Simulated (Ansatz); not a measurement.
# Rh (P6_3/mmc) in Ansatz: further runs

One crystal, Rh, is run at these levels: PBEsol; tasks: phonons, elastic constants.

All numbers are computed with Ansatz 0.2.0; they aren't measurements. Logs are shortened: lines on timing, memory, paths and dates and some standing lists are left out, and cuts for length are marked.

## Step 1: Starting point

The structure is hexagonal, space group P6_3/mmc (No. 194). The conventional cell has a = 2.692 Å, b = 2.692 Å, c = 8.798 Å, α = 90.00°, β = 90.00°, γ = 120.00°. Rh (site symmetry -6m2) has 12 Rh at 2.69 Å as nearest neighbours. Around Rh (site symmetry -3m) lie 12 Rh at 2.69 Å.

This isn't the form of Rh at room conditions, which is fcc.

## Step 2: Phonons, PBEsol

input.yaml

```yaml
crystal:
  lattice:
    - [2.6917446234, 0.0, 0.0]
    - [-1.3458723117, 2.3311192244, 0.0]
    - [0.0, 0.0, 8.79807013]
  atoms:
    - { symbol: Rh, position: [0.6666666667, 0.3333333333, 0.75] }
    - { symbol: Rh, position: [0.0, 0.0, 0.5] }
    - { symbol: Rh, position: [0.3333333333, 0.6666666667, 0.25] }
    - { symbol: Rh, position: [0.0, 0.0, 0.0] }
hamiltonian:
  xc: pbesol
  pseudopotentials: { kind: paw }
kpoints:
  mp_grid: { grid: [10, 10, 4] }
scf:
  occupations: { method: fermi_dirac, width: 0.05 }
phonons:
  method: dfpt
```

Potentials or basis: Ansatz PAW.

Run with:

```console
> ansatz run input.yaml --threads 2 --pin off --max-ram 5632MiB --backend cpu --events-out ev --progress --plain --runs-dir out
```

The log of the run:

```text
Warning: RAYON_NUM_THREADS=2 ignored (pool sized by the plan → 2); use --threads N
Engine: ansatz 0.2.0, x86_64-unknown-linux-gnu
Pseudopotentials: kind: paw
Pseudopotential: Rh, paw, valence charge 17, recommended cutoff 420 eV (normal), Rh.paw.azcp
Functional definition: PBEsol
  exchange = pbesol_x
  correlation = pbesol_c
Crystal: 4 atoms, lattice volume = 55.206 Å³
Basis set: ecut = 420 eV, 1091 PW (Γ), exchange–correlation on 36×36×120 points (8 copies of the dense FFT grid, shifted against one another)
Bands: 41, of which v1, the nominal top of the filled ones, is band 34 counted from 1 (33 counted from 0)
Symmetry: 24 space group operations
k-points: 117 of 400 (irreducible under 2 space group operations, time reversal used)
Non-local potential: Rh, projectors of the file, l = 0: 3, l = 1: 2, l = 2: 2, l = 3: 1
PAW form: soft (Blöchl's): semilocal exchange-correlation on the pseudo side does not see the compensation charge
PAW frozen core: Rh, regenerated for the run's functional, and the local potential with it (the file was generated under x = pbe(κ = 0.804, μ = 0.2195149727645171), c = pbe(β = 0.06672455060314922))
PAW one-centre angular grid: Rh, 590 points (default); XC on 64 Gauss nodes
Initial density: superposition of atomic densities (neutral atoms: chi_scale 0, normalization atom), corrected by the library's trained network
Initial wavefunctions: pseudopotential atomic-orbital guess
Functional: x = pbesol(κ = 0.804, μ = 0.12345679012345678), c = pbesol(β = 0.046)
SCF iter   1: F=—  HF=-25354.943270 eV  |F-HF|=—  |Δ(HF+E_count)|=         —  Δρ=1.20e-2  dr2=5.57e-2  ethr=1.77e-3  ⟨swp⟩=6.2  Hψ=16606  notcnv=0  defer=8
preconditioner: auto → Kerker (q_TF=auto, 2.825 Å⁻¹)  [metal: Δε(μ)=0.037 eV  Ē_g=6.513 eV  σ=0.050 eV  W_gap=0.18  n_scr=24 (ndim 8)  ℏωp=30.0 eV  f_vac=0.000  D(μ)=4.86/eV (n_scr^D=64)]
SCF iter   2: F=—  HF=-25354.932998 eV  |F-HF|=—  |Δ(HF+E_count)|=   1.03e-2  Δρ=5.49e-3  dr2=1.08e-2  ethr=8.19e-5  ⟨swp⟩=2.8  Hψ=8004  notcnv=0  defer=42
SCF iter   3: F=—  HF=-25354.929266 eV  |F-HF|=—  |Δ(HF+E_count)|=   3.73e-3  Δρ=9.50e-4  dr2=1.51e-4  ethr=1.59e-5  ⟨swp⟩=2.0  Hψ=6764  notcnv=0  defer=42
SCF iter   4: F=—  HF=-25354.929273 eV  |F-HF|=—  |Δ(HF+E_count)|=   6.65e-6  Δρ=1.34e-4  dr2=5.92e-6  ethr=2.22e-7  ⟨swp⟩=2.3  Hψ=7664  notcnv=0  defer=42
SCF iter   5: F=—  HF=-25354.929270 eV  |F-HF|=—  |Δ(HF+E_count)|=   2.27e-6  Δρ=2.68e-5  dr2=1.70e-7  ethr=8.71e-9  ⟨swp⟩=2.7  Hψ=8774  notcnv=0  defer=42
SCF iter   6: F=—  HF=-25354.929270 eV  |F-HF|=—  |Δ(HF+E_count)|=  6.04e-10  Δρ=5.86e-6  dr2=1.19e-8  ethr=2.50e-10  ⟨swp⟩=1.2  Hψ=5148  notcnv=0  defer=42
SCF iter   7: F=—  HF=-25354.929270 eV  |F-HF|=—  |Δ(HF+E_count)|=  5.17e-10  Δρ=1.63e-6  dr2=8.88e-10  ethr=1.75e-11  ⟨swp⟩=1.5  Hψ=6319  notcnv=0  defer=42
SCF iter   8: F=—  HF=-25354.929270 eV  |F-HF|=—  |Δ(HF+E_count)|=  1.64e-10  Δρ=3.55e-7  dr2=2.73e-11  ethr=1.31e-12  ⟨swp⟩=2.4  Hψ=7770  notcnv=0  defer=42
SCF iter   9: F=-25354.929270 eV  HF=-25354.929270 eV  |F-HF|=7.28e-12  |Δ(HF+E_count)|=  1.09e-11  Δρ=9.96e-8  dr2=2.32e-12  ethr=1.00e-12  ⟨swp⟩=6.7  Hψ=19573  notcnv=0
SCF 1 converged in 9 iterations: F = -25354.929270 eV  dr2 = 2.32e-12
DFPT response loops at Γ: preconditioner auto → Kerker (q_TF=auto, 2.825 Å⁻¹) (partly filled bands, converged f_vac=0.000); β = 1.00, the filter's whole step (`scf.mixing.beta` (0.50) is not read by the response loops under this deck's `scf.mixing.preconditioner`; to damp them name `kerker` or `kerker_dos`, under which they read `scf.mixing.beta`, and type it under 1.00, their step now; both keys bind the ground state too); Broyden in place of MSR1
SCF converged after 9 iterations
Free energy (F): -25354.929270 eV
Harris-Foulkes:  -25354.929270 eV  (|F-HF|=7.28e-12)
Internal energy: -25354.886261 eV  (E = F + TS)
E sigma→0 (E₀):  -25354.907766 eV
Entropy (-TS):   -0.043009 eV (-10.752 meV/atom)
Fermi energy:    22.185143 eV
--- Per-component energies (eV) ---
  E_band       = -356.425466
  E_kinetic    = 2291.838145
  E_local      = -6272.745754  (includes V_loc(G=0)·N_el)
  E_nonlocal   = 1425.235536
  E_hartree    = 2198.459700
  E_xc         = -882.084012
  E_vxc        = -1111.374855  (∫ρ·V_xc dr)
  E_paw        = -14095.135098  (= ΣΔE_a)
  E_vpaw       = -1086.301258  (= ΣTr[D̂ρ^β])
  E_aug_tail   = 0.003246  (compensation charges beyond the density's cutoff)
  E_ewald      = -10021.562823
  E_core_change = 1.104799  (= ΣΔE_core)
  E_smearing   = -0.043009  (= −TS)
  E_closure    = -0.000000  (closes the sum)
  Σ components = -25354.929270   (vs F -25354.929270, Δ=0.00e0)
--- Band table (eV; the first three rows and the last of 117) ---
  k-point 0: bands = ["-56.6666", "-56.6187", "-56.6024", "-56.5541", "-24.8765", "-24.5251", "-24.5125", "-24.2642", "-24.2642", "-24.2225", "-24.2225", "-24.2044", "-24.2044", "-24.1623", "-24.1623", "-24.1488", "14.1055", "15.8994", "15.9136", "15.9935", "18.9065", "18.9460", "18.9876", "18.9876", "19.0297", "19.0297", "19.0431", "19.4073", "19.4073", "19.5129", "19.5129", "20.7258", "20.7258", "21.3142", "21.3142", "21.8145", "21.8145", "22.5845", "22.5845", "22.7765", "30.6341"]
  k-point 1: bands = ["-56.6624", "-56.6333", "-56.5877", "-56.5583", "-24.8497", "-24.6571", "-24.3786", "-24.2605", "-24.2605", "-24.2346", "-24.2346", "-24.1922", "-24.1922", "-24.1775", "-24.1661", "-24.1661", "14.2622", "15.3351", "16.0306", "16.1424", "18.7188", "18.9790", "19.0302", "19.0302", "19.0782", "19.0782", "19.3403", "19.3403", "19.4351", "19.4351", "19.7226", "20.8226", "20.8226", "21.2251", "21.2251", "21.9548", "21.9548", "22.2013", "22.4875", "22.4875", "31.3848"]
  k-point 2: bands = ["-56.6506", "-56.6506", "-56.5703", "-56.5703", "-24.7729", "-24.7729", "-24.2585", "-24.2585", "-24.2500", "-24.2500", "-24.2500", "-24.2500", "-24.1768", "-24.1768", "-24.1768", "-24.1768", "14.7059", "14.7059", "16.1146", "16.1146", "18.8266", "18.8266", "19.1241", "19.1241", "19.1241", "19.1241", "19.2926", "19.2926", "19.2926", "19.2926", "20.9620", "20.9620", "21.0302", "21.0302", "21.0302", "21.0302", "22.2386", "22.2386", "22.2386", "22.2386", "33.1428"]
  k-point 116: bands = ["-56.5548", "-56.5467", "-56.5252", "-56.5170", "-24.7817", "-24.7592", "-24.7101", "-24.6998", "-24.5467", "-24.5207", "-24.4576", "-24.4245", "-24.3979", "-24.3620", "-24.2897", "-24.2821", "16.6923", "16.7879", "17.1485", "17.1996", "17.4595", "17.7395", "17.9883", "18.5807", "18.7487", "18.9310", "19.3684", "19.8202", "19.9160", "20.3662", "21.0782", "21.4231", "21.6765", "22.4946", "22.7961", "22.9551", "25.1061", "25.5829", "27.3580", "29.9138", "31.5927"]
--- Phonons (Γ-DFPT): 4 representative perturbations + reference, on 117 of 400 k-points (Σ response iterations 16) ---
  k mesh reduced under 2 symmetry operations, with k and −k counted as one. Each operation leaves every solved perturbation unchanged. A smaller set is not used because it would not reduce the number of displacements times k-points to solve
  ASR residual: 2.060e-3 → 0.000e0 eV/Å²; symmetrization residual: 1.778e-5 eV/Å²
  ASR residual per site (eV/Å²): 2.06e-3 1.74e-3 2.06e-3 1.74e-3
  Γ frequencies (cm⁻¹): 0.00 0.00 0.00 92.89 92.89 111.57 111.57 135.11 135.11 186.34 192.89 242.67
  non-analytic LO–TO correction: not included (Born effective charges unavailable; polar crystals: no LO–TO splitting at Γ)
```

Run time: 48 s. Hardware: 2 threads of Intel Xeon Platinum 8488C (Sapphire Rapids), shared host; peak memory 1.1 GiB.

Results:

| Item | Value |
| --- | --- |
| Free energy | -25354.9293 eV |
| Band gap on the k mesh | none (metal or under the smearing width) |
| Highest phonon frequency at Γ | 243 cm⁻¹ |

Phonon frequencies in cm⁻¹ (negative: imaginary):
```csv
q point,frequencies
"(0.000, 0.000, 0.000)",0 0 0 93 93 112 112 135 135 186 193 243
```

Caveat: the PAW data sets come from PBE, with cores solved anew for the run's functional, which leaves a small shift of forces and pressure.

## Step 3: Elastic constants, PBEsol

input.yaml, as its differences from that of step 2:

```diff
@@ -17,3 +17,7 @@
   occupations: { method: fermi_dirac, width: 0.05 }
-phonons:
-  method: dfpt
+output:
+  forces: true
+  stress: true
+elastic:
+  mode: clamped_ion
+  stencil: two_point
```

Potentials or basis: Ansatz PAW.

Run with:

```console
> ansatz run input.yaml --threads 2 --pin off --max-ram 5632MiB --backend cpu --events-out ev --progress --plain --runs-dir out
```

Run time: 19 s. Hardware: 2 threads of Intel Xeon Platinum 8488C (Sapphire Rapids), shared host; peak memory 0.56 GiB.

It converged, with:

```
Free energy            : -25354.9293 eV
Pressure               : -5.7 GPa
Band gap on the k mesh : none (metal or under the smearing width)
Voigt bulk modulus     : 264 GPa
```

Stress tensor (GPa, compression positive):
```
-6.07  0.00  0.00
 0.00 -6.07  0.00
 0.00  0.00 -5.05
```

Levels at points of the mesh, in eV from the Fermi level:
```csv
k point,band 30,band 31,band 32,band 33,band 34,band 35,band 36,band 37
"(0.00, 0.00, 0.00)",-2.67,-2.67,-1.46,-1.46,-0.87,-0.87,-0.37,-0.37
"(0.00, 0.00, -0.50)",-2.89,-1.22,-1.22,-1.15,-1.15,-1.15,-1.15,0.05
"(0.00, -0.50, 0.00)",0.52,0.52,0.57,0.63,0.80,0.80,0.84,1.14
"(0.00, -0.50, -0.50)",-1.04,-0.13,-0.13,0.56,0.56,0.77,0.77,2.79
```

Elastic tensor in Voigt notation (GPa, ions clamped, in the Cartesian axes of the cell as first typed):
```
473 154 158   0   0   0
154 473 158   0   0   0
159 159 490   0   0   0
  0   0   0 114   0   0
  0   0   0   0 114   0
  0   0   0   0   0 159
```

Caveat: the cell is more than 3 GPa from zero pressure, which shifts response properties; elastic constants of metals need much finer meshes, so these are rough; the PAW data sets come from PBE, with cores solved anew for the run's functional, which leaves a small shift of forces and pressure.
